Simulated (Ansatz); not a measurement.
## TiSi in Ansatz: the effect of functional

The system is TiSi.

```
CELL_PARAMETERS angstrom
1.79163 -2.08900 0.00000
1.79163 2.08900 0.00000
0.00000 0.00000 3.75252
ATOMIC_POSITIONS crystal
Ti 0.50000 0.50000 0.00000
Si 0.00000 0.00000 0.50000
```

The cell comes from a database or a generator and needn't be the stable form of this composition.

The cell isn't the ideal one: volume scaled by 0.96.

Alike in all runs:

```yaml
Program: Ansatz 0.2.0
Task: single point
Potentials_or_basis: Ansatz PAW
k_mesh: 10 × 10 × 7
Occupations: fermi-dirac, width 0.05 eV
Spin: no spin polarisation
```

**Question.** One run gave: pressure 4.2 GPa. Which functional did it use?
A. PBEsol
B. LDA
C. r2SCAN

**Answer.** C.

```csv
functional,cutoff,pressure (GPa)
LDA,420 eV (not typed: the program's choice for these potentials),-2.4
PBEsol,420 eV (not typed: the program's choice for these potentials),1.5
r2SCAN,500 eV (not typed: the program's choice for these potentials),4.2
```

Caveats: the PAW data sets come from PBE, with cores solved anew for the run's functional, which leaves a small shift of forces and pressure.

Runs at the PBE level aren't shown here.
